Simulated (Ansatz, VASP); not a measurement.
**Al (Al wire along [110], 9 atoms a period) in two plane-wave programs**

Aim: how closely do two programs agree when they are given the same cell, functional and k mesh? The structure shown is the start of the Ansatz relaxation below; VASP solves that cell, so the two are compared at the walk's first step.

Calculated with Ansatz 0.2.0; plane waves, with VASP 6.6.1 beside it; single point at PBE.

**1. Starting point**

The cell holds 9 atoms: 9 Al. Cell: a = 14.880 Å, b = 12.513 Å, c = 2.857 Å, α = 90.0°, β = 90.0°, γ = 90.0°. Vacuum lies along a and b. The structure's axis is c.

Structure file:

```cif
data_structure
_symmetry_space_group_name_H-M 'P 1'
_symmetry_Int_Tables_number 1
_cell_length_a 14.8800
_cell_length_b 12.5130
_cell_length_c 2.8567
_cell_angle_alpha 90.000
_cell_angle_beta 90.000
_cell_angle_gamma 90.000
_cell_volume 531.90
loop_
_atom_site_label
_atom_site_type_symbol
_atom_site_fract_x
_atom_site_fract_y
_atom_site_fract_z
_atom_site_occupancy
Al1 Al 0.22849 0.50002 0.00000 1
Al2 Al 0.50000 0.27172 0.00000 1
Al3 Al 0.50000 0.50002 0.00000 1
Al4 Al 0.77151 0.50002 0.00000 1
Al5 Al 0.36425 0.38587 0.50000 1
Al6 Al 0.36425 0.61417 0.50000 1
Al7 Al 0.63575 0.38587 0.50000 1
Al8 Al 0.63575 0.61417 0.50000 1
Al9 Al 0.50000 0.72832 0.00000 1
```

**2. Ansatz: relaxation, PBE**

Ansatz runs on its PAW soft_1 files.

The two programs are compared at the cell with which this relaxation starts, whose forces are those of its first step.

Input file input.yaml:

```yaml
crystal:
  lattice:
    - [14.88, 0.0, 0.0]
    - [0.0, 12.513, 0.0]
    - [0.0, 0.0, 2.856711396]
  atoms:
    - { symbol: Al, position: [0.228494624, 0.500016894, 0.0] }
    - { symbol: Al, position: [0.5, 0.271717414, 0.0] }
    - { symbol: Al, position: [0.5, 0.500016894, 0.0] }
    - { symbol: Al, position: [0.771505376, 0.500016894, 0.0] }
    - { symbol: Al, position: [0.364247312, 0.385867154, 0.5] }
    - { symbol: Al, position: [0.364247312, 0.614166634, 0.5] }
    - { symbol: Al, position: [0.635752688, 0.385867154, 0.5] }
    - { symbol: Al, position: [0.635752688, 0.614166634, 0.5] }
    - { symbol: Al, position: [0.5, 0.728316374, 0.0] }
kpoints:
  mp_grid: { grid: [1, 1, 29] }
scf:
  occupations: { method: fermi_dirac, width: 0.05 }
hamiltonian:
  xc: pbe
  pseudopotentials: { kind: paw, azcp: { folder: soft_1 } }
relax:
  cell: { fix: [a, b, alpha, beta, gamma] }
  max_steps: 45
  f_tol: 0.03
```

On the command line:

```bash
$ ansatz run input.yaml --threads 4 --pin off --max-ram 16384MiB --backend cpu --events-out ev --progress --plain --runs-dir out
```

Numbers of over 12 decimals in the logs are rounded to 6 here.

The log of the run:

```text
Engine: ansatz 0.2.0, aarch64-unknown-linux-gnu
Pseudopotentials: kind: paw
Pseudopotential: Al, paw, valence charge 3, recommended cutoff 420 eV (normal), soft_1/Al.paw.azcp
Functional definition: PBE
  parameter kappa = 0.804
  parameter beta = 0.066725
  exchange = pbe_x(kappa = kappa, mu = beta*pi^2/3)
  correlation = pbe_c(beta = beta)
Crystal: 9 atoms, lattice volume = 531.901 Å³
Basis set: ecut = 420 eV, 10417 PW (Γ), exchange–correlation on 200×180×40 points (8 copies of the dense FFT grid, shifted against one another)
Bands: 23, of which v1, the nominal top of the filled ones, is band 14 counted from 1 (13 counted from 0)
Symmetry: 8 space group operations
Space group: Pmmm (ITA 47), of the structure as read, at distance tolerance 8.1e-5 Å
k-points: 15 of 29
Non-local potential: Al, projectors of the file, l = 0: 2, l = 1: 2, l = 2: 1
PAW form: soft (Blöchl's): semilocal exchange-correlation on the pseudo side does not see the compensation charge
PAW one-centre angular grid: Al, 110 points (default); XC on 64 Gauss nodes
Initial density: superposition of atomic densities (neutral atoms: chi_scale 0, normalization atom)
Initial wavefunctions: pseudopotential atomic-orbital guess
Functional: x = pbe(κ = 0.804, μ = 0.219515), c = pbe(β = 0.066725)
SCF iter   1: F=—  HF=-4835.238735 eV  |F-HF|=—  |Δ(HF+E_count)|=         —  Δρ=1.72e-2  dr2=1.21e1  ethr=3.10e-3  ⟨swp⟩=10.3  Hψ=2506  notcnv=0
preconditioner: auto → LDOS  [metal: Δε(μ)=0.039 eV  Ē_g=6.037 eV  σ=0.050 eV  W_gap=0.19  n_scr=40 (ndim 8)  ℏωp=8.4 eV  f_vac=0.430  D(μ)=5.62/eV (n_scr^D=30)  β→1.0]
SCF iter   2: F=—  HF=-4833.210180 eV  |F-HF|=—  |Δ(HF+E_count)|=    2.03e0  Δρ=8.89e-3  dr2=9.24e-1  ethr=3.10e-3  ⟨swp⟩=4.2  Hψ=985  notcnv=0  defer=32
SCF iter   3: F=—  HF=-4833.200382 eV  |F-HF|=—  |Δ(HF+E_count)|=   9.80e-3  Δρ=1.58e-3  dr2=1.17e-1  ethr=3.10e-3  ⟨swp⟩=2.5  Hψ=606  notcnv=0  defer=32
SCF iter   4: F=—  HF=-4833.186908 eV  |F-HF|=—  |Δ(HF+E_count)|=   1.35e-2  Δρ=3.48e-4  dr2=5.49e-3  ethr=4.32e-4  ⟨swp⟩=3.3  Hψ=598  notcnv=0  defer=23
SCF iter   5: F=—  HF=-4833.186347 eV  |F-HF|=—  |Δ(HF+E_count)|=   5.61e-4  Δρ=5.89e-5  dr2=4.86e-5  ethr=2.03e-5  ⟨swp⟩=2.2  Hψ=497  notcnv=0  defer=23
SCF iter   6: F=—  HF=-4833.186336 eV  |F-HF|=—  |Δ(HF+E_count)|=   1.11e-5  Δρ=2.03e-5  dr2=5.64e-6  ethr=1.80e-7  ⟨swp⟩=2.7  Hψ=609  notcnv=0  defer=23
SCF iter   7: F=—  HF=-4833.186338 eV  |F-HF|=—  |Δ(HF+E_count)|=   1.57e-6  Δρ=7.50e-6  dr2=1.86e-6  ethr=2.09e-8  ⟨swp⟩=2.0  Hψ=469  notcnv=0  defer=23
SCF iter   8: F=—  HF=-4833.186338 eV  |F-HF|=—  |Δ(HF+E_count)|=   2.14e-8  Δρ=2.16e-6  dr2=1.54e-7  ethr=6.89e-9  ⟨swp⟩=3.0  Hψ=526  notcnv=0  defer=23
SCF iter   9: F=-4833.186338 eV  HF=-4833.186338 eV  |F-HF|=5.72e-9  |Δ(HF+E_count)|=  5.81e-10  Δρ=5.50e-7  dr2=9.34e-9  ethr=3.70e-10  ⟨swp⟩=5.0  Hψ=1091  notcnv=0
SCF 1 converged in 9 iterations: F = -4833.186338 eV  dr2 = 9.34e-9
  greatest PAW one-centre occupation: 0.493 electrons in one spin orbital (limit 2), on the Al atom at site 3 (counted from 0), in its partial waves of l = 0
relax step   1: F+E_penalty+E_count = -4833.18633789 eV  Δ(F+E_penalty+E_count) = +0.000e0 eV  max|allowed force component| = 2.419e-1 eV/Å  Δτ_max = 0.0000 Å  P = -1.163 GPa  Ω = 531.901 Å³  fix = [a, b, alpha, beta, gamma]  reactions: a -0.337, b -0.421 GPa  (9 SCF iters, dr2 threshold 1.00e-7 eV, accepted)
[...]
relax step   4: F+E_penalty+E_count = -4833.53215495 eV  Δ(F+E_penalty+E_count) = -2.569e-2 eV  max|allowed force component| = 6.771e-3 eV/Å  Δτ_max = 0.0600 Å  P = +0.043 GPa  Ω = 498.397 Å³  energy of the carried Pulay correction = +2.101e-3 eV  fix = [a, b, alpha, beta, gamma]  reactions: a +0.047, b -0.031 GPa  (9 SCF iters, accepted)
[...]
relax step   5: F+E_penalty+E_count = -4833.53253083 eV  Δ(F+E_penalty+E_count) = -3.759e-4 eV  max|allowed force component| = 4.101e-3 eV/Å  Δτ_max = 0.0056 Å  P = +0.020 GPa  Ω = 499.210 Å³  energy of the carried Pulay correction = +2.049e-3 eV  fix = [a, b, alpha, beta, gamma]  reactions: a +0.076, b -0.025 GPa  (5 SCF iters, dr2 threshold 3.15e-8 eV, accepted)
[...]
relax step   6: F+E_penalty+E_count = -4833.53138701 eV  Δ(F+E_penalty+E_count) = +1.144e-3 eV  max|allowed force component| = 4.145e-3 eV/Å  Δτ_max = 0.0000 Å  P = +0.016 GPa  Ω = 499.210 Å³  fix = [a, b, alpha, beta, gamma]  reactions: a +0.073, b -0.027 GPa  stress off target by 1.29e-3 GPa on what of the cell is left free  SCF on the basis re-selected at this cell (its energy is not comparable with the rows above)  (6 SCF iters)
basis re-selected at this cell: Δ(F+E_penalty+E_count) = +1.144e-3 eV, ΔP = -0.004 GPa vs the last step (what re-selecting the basis moved, of the pressure what is left beyond the Pulay correction that the steps carried, after the strain that the cell walked since its last selection, with what the two solves' SCF thresholds leave and, on support functions, any second-order correction that the steps lacked; it is no measure of the basis error at this ecutwfc). The dense FFT grid was sized anew with the basis: this SCF ran on 100×90×18 points, the steps before it on 100×90×20, so part of this shift can come from that change (see relax.cell in the input reference). [rest of the remark cut]
SCF converged after 6 iterations
Free energy (F): -4833.531387 eV
Harris-Foulkes:  -4833.531387 eV  (|F-HF|=9.09e-13)
Internal energy: -4833.510303 eV  (E = F + TS)
E sigma→0 (E₀):  -4833.520845 eV
Entropy (-TS):   -0.021084 eV (-2.343 meV/atom)
Fermi energy:    -0.311402 eV
--- Per-component energies (eV) ---
  E_band       = -116.967427
  E_kinetic    = 190.379844
  E_local      = -2114.676584  (includes V_loc(G=0)·N_el)
  E_nonlocal   = 92.964091
  E_hartree    = 998.422528
  E_xc         = -330.502574
  E_vxc        = -250.587035  (∫ρ·V_xc dr)
  E_paw        = -4225.051435  (= ΣΔE_a)
  E_vpaw       = -31.892760  (= ΣTr[D̂ρ^β])
  E_aug_tail   = -0.000018  (compensation charges beyond the density's cutoff)
  E_ewald      = 554.953845
  E_smearing   = -0.021084  (= −TS)
  E_closure    = 0.000000  (closes the sum)
  Σ components = -4833.531387   (vs F -4833.531387, Δ=0.00e0)
--- Forces (eV/Å), atoms counted from 1 ---
  atom   1  Al     0.00067884     0.00000000    -0.00000000
  atom   2  Al    -0.00000000    -0.00414473     0.00000000
  atom   3  Al     0.00000000     0.00000000     0.00000000
  atom   4  Al    -0.00067884    -0.00000000     0.00000000
  atom   5  Al     0.00037760    -0.00094141     0.00000000
  atom   6  Al     0.00037760     0.00094141    -0.00000000
  atom   7  Al    -0.00037760    -0.00094141     0.00000000
  atom   8  Al    -0.00037760     0.00094141    -0.00000000
  atom   9  Al     0.00000000     0.00414473    -0.00000000
  max |Σ_I F_I| component: 8.67e-19 eV/Å
--- Stress (GPa, compression-positive) ---
        0.073282       0.000000      -0.000000
        0.000000      -0.027155       0.000000
       -0.000000       0.000000       0.001290
  P = ⅓ Tr σ = 0.0158 GPa (0.158 kbar)
--- Relaxed structure (5 steps of the walk, 4 accepted, 1 SCFs on fresh bases) ---
  F+E_penalty+E_count = -4833.53138701 eV   max|allowed force component| = 4.145e-3 eV/Å   (the final SCF, on the basis selected at the relaxed cell)
  cell:  # Å, volume = 499.2103 Å³
    - [14.88, 0, 0]
    - [0, 12.513, 0]
    - [0, 0, 2.681138]
  atoms:
    - { symbol: Al, position: [0.225463, 0.500017, 0] }
    - { symbol: Al, position: [0.5, 0.275777, 0.0] }
    - { symbol: Al, position: [0.5, 0.500017, 0.0] }
    - { symbol: Al, position: [0.774537, 0.500017, 0.0] }
    - { symbol: Al, position: [0.359989, 0.387269, 0.5] }
    - { symbol: Al, position: [0.359989, 0.612764, 0.5] }
    - { symbol: Al, position: [0.640011, 0.387269, 0.5] }
    - { symbol: Al, position: [0.640011, 0.612764, 0.5] }
    - { symbol: Al, position: [0.5, 0.724257, 0] }
```

**3. VASP: single point, PBE, start cell**

The same cell, functional, mesh and smearing now go to VASP, with its own data sets.

Lines of VASP's logs that name or quote its potential files are left out, and so is its time.

Input file INCAR:

```
SYSTEM = Al
PREC = Accurate
ENCUT = 400
EDIFF = 1E-06
NELM = 120
ISMEAR = -1
SIGMA = 0.05
LREAL = .FALSE.
ALGO = Normal
GGA = PE
NBANDS = 22
LORBIT = 11
LWAVE = .FALSE.
LCHARG = .FALSE.
ISIF = 2
LASPH = .TRUE.
GGA_COMPAT = .FALSE.
KPAR = 2
```

Input file POSCAR:

```
Al
1.0
   14.8800000000      0.0000000000      0.0000000000
    0.0000000000     12.5130000000      0.0000000000
    0.0000000000      0.0000000000      2.8567110000
Al
9
Direct
    0.2284946237      0.5000168625      0.0000000000
    0.5000000000      0.2717174139      0.0000000000
    0.5000000000      0.5000168625      0.0000000000
    0.7715053763      0.5000168625      0.0000000000
    0.3642473118      0.3858671781      0.5000001750
    0.3642473118      0.6141666267      0.5000001750
    0.6357526882      0.3858671781      0.5000001750
    0.6357526882      0.6141666267      0.5000001750
    0.5000000000      0.7283163910      0.0000000000
```

Input file KPOINTS:

```
Automatic mesh
0
Gamma
1 1 29
0 0 0
```

PAW data sets: Al (PBE family, release 64).

On the command line:

```bash
$ mpirun -np 2 vasp_std
```

The log of the run:

```text
[banner, memory and clock lines left out]
running    2 mpi-ranks, on    1 nodes
 distrk:  each k-point on    1 cores,    2 groups
 distr:  one band on    1 cores,    1 groups

 POSCAR found type information on POSCAR Al
 POSCAR found :  1 types and       9 ions
 LDA part: xc-table for (Slater+PW92), standard interpolation
 POSCAR, INCAR and KPOINTS ok, starting setup
 FFT: planning ... GRIDC
 FFT: planning ... GRID_SOFT
 FFT: planning ... GRID
 WAVECAR not read
 entering main loop
       N       E                     dE             d eps       ncg     rms          rms(c)
DAV:   1     0.714475860153E+02    0.71448E+02   -0.66979E+03   660   0.666E+02
DAV:   2    -0.265267839577E+02   -0.97974E+02   -0.94127E+02   922   0.121E+02
DAV:   3    -0.312968489961E+02   -0.47701E+01   -0.46764E+01   852   0.280E+01
DAV:   4    -0.314929142990E+02   -0.19607E+00   -0.19582E+00  1112   0.692E+00
DAV:   5    -0.314975877739E+02   -0.46735E-02   -0.46730E-02  1096   0.965E-01    0.456E+00
DAV:   6    -0.296514608968E+02    0.18461E+01   -0.54202E+00   690   0.751E+00    0.230E+00
DAV:   7    -0.294711135515E+02    0.18035E+00   -0.74188E-01   862   0.299E+00    0.113E+00
DAV:   8    -0.293991813725E+02    0.71932E-01   -0.12191E-01   802   0.135E+00    0.520E-01
DAV:   9    -0.293772605086E+02    0.21921E-01   -0.24631E-02   856   0.582E-01    0.273E-01
DAV:  10    -0.293680162939E+02    0.92442E-02   -0.94829E-03   880   0.342E-01    0.132E-01
DAV:  11    -0.293671845660E+02    0.83173E-03   -0.43647E-03   762   0.240E-01    0.707E-02
DAV:  12    -0.293692914268E+02   -0.21069E-02   -0.18522E-03   738   0.160E-01    0.414E-02
DAV:  13    -0.293711591942E+02   -0.18678E-02   -0.55904E-04   738   0.109E-01    0.241E-02
DAV:  14    -0.293722186579E+02   -0.10595E-02   -0.14597E-04   764   0.587E-02    0.141E-02
DAV:  15    -0.293729983352E+02   -0.77968E-03   -0.11481E-04   744   0.375E-02    0.109E-02
DAV:  16    -0.293734638858E+02   -0.46555E-03   -0.42374E-05   726   0.227E-02    0.370E-03
DAV:  17    -0.293736442217E+02   -0.18034E-03   -0.19139E-05   754   0.145E-02    0.195E-03
DAV:  18    -0.293736892852E+02   -0.45063E-04   -0.50874E-06   722   0.688E-03    0.109E-03
DAV:  19    -0.293737072163E+02   -0.17931E-04   -0.27559E-06   612   0.460E-03    0.420E-04
DAV:  20    -0.293737113561E+02   -0.41399E-05   -0.79302E-07   632   0.254E-03    0.252E-04
DAV:  21    -0.293737118549E+02   -0.49873E-06   -0.84553E-08   590   0.123E-03
   1 F= -.29373712E+02 E0= -.29355380E+02  d E =-.366641E-01
```

(Continued in part 2 of 2.)

[Lines on the potential files, build, host, timing and source positions are cut from VASP's logs without a mark.]

[Logs are printed without paths, hosts, clocks, repeated set-up lines and the standing remarks that a program may print on its own settings, such as how far it seeks lower states.]

[Hosts, paths, dates, database ids (printed as entryN), source tags and the programs' standing remarks are cut or masked in the printed files.]
